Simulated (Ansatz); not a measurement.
PtSe2: strain energy, fitted

PtSe2, P-3m1, a = 3.759 Å, c = 4.869 Å. Ansatz: PBEsol, PAW, 420 eV, Γ-centred 18×18×12 mesh on 3 atoms, Gaussian smearing 0.10 eV; no spin polarisation. Series: biaxial strain in the a-b plane, c and atoms relaxed; x is the strain in per cent. y is the free energy over the unstrained cell, V0 = 19.863 Å³/atom.

| x (%) | y (meV/atom) |
| --- | --- |
| -3.0 | ? |
| -2.0 | 10.07 |
| -1.0 | 2.59 |
| 0.0 | 0.00 |
| 1.0 | 2.26 |
| 2.0 | 9.24 |
| 3.0 | 20.73 |

Q: Fit y = c2 x² + c3 x³ to the other rows, turn c2 into a modulus, and predict the missing energy.

A: Least squares on the rows shown. y = 2.4276 x² − 0.043268 x³. In eV per unit strain² c2 is 24.28; M is the biaxial modulus (E = M V0 ε²): 24.28 × 160.2 / (19.863) = 196 GPa. At x = -3.0 the fit asked for gives 23.02 meV/atom. The run gave 22.29 meV/atom, so the fit is 0.73 meV/atom too high, 3.3 % of the span of the series, against an rms of 0.10 meV/atom on the fitted rows. The row lies outside the fitted range. With a term in x⁴ added, a fit to the same known rows predicts 23.57 meV/atom, further off still.

Spin–orbit coupling is left out, which can shift energies with elements as heavy as these.